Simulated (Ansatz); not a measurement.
# BaTe (rocksalt): gap against strain (isotropic on every length)

BaTe built on the rocksalt prototype, relaxed with r2SCAN in Ansatz 0.2.0, then strained (isotropic on every length; changes of length per length, axes as in the cell below) with the atoms relaxed again within the symmetry that is left. It is cubic, Fm-3m (No. 225); a = 7.065 Å in the conventional setting, 44.08 Å³ an atom. Around Ba lie 6 Te at 3.53 Å; around Te lie 6 Ba at 3.53 Å. Spin-unpolarised throughout; all numbers are computed.

```
Ba Te
1.0
     0.00000    3.53239    3.53239
     3.53239    0.00000    3.53239
     3.53239    3.53239    0.00000
Ba Te
1 1
Direct
  0.00000 0.00000 0.00000
  0.50000 0.50000 0.50000
```

Gaps are the least over each mesh (PBE 6×6×6, r2SCAN 6×6×6, HSE06 4×4×4 when unstrained) and the special points, which keep their unstrained names; stress is the change from the unstrained cell, compression positive.

```
strain (%)  gap, PBE (eV)  gap, r2SCAN (eV)  gap, HSE06 (eV)  edges, HSE06  mean stress, r2SCAN (GPa)  energy rise, r2SCAN (meV/atom)
      -1.5          1.565             1.915            2.251         Γ → X                      +1.53                             8.7
      -1.0          1.596             1.946            2.284         Γ → X                      +0.98                             3.8
       0.0          1.655             2.004            2.347         Γ → X                       0.00                             0.0
      +3.0          1.800             2.146            2.499         Γ → X                      -2.23                            31.3
      +5.0          1.873             2.218            2.575         Γ → X                      -3.25                            81.1
```

Problem. Estimate the row for a strain of +5.11 %.

Solution.
```
strain (%)  gap, PBE (eV)  gap, r2SCAN (eV)  gap, HSE06 (eV)  edges, HSE06  mean stress, r2SCAN (GPa)  energy rise, r2SCAN (meV/atom)
     +5.11          1.877             2.222            2.579         Γ → X                      -3.29                            84.4
```

Between zero and the nearest strains the slope of the HSE06 gap against strain is +0.062 eV per percent for negative and +0.051 for positive strain.

Spin-orbit coupling is left out, which matters wherever the heavy atoms make up the band edges.

The meshes of the hybrids are coarse, so their gaps aren't converged to the digits shown.
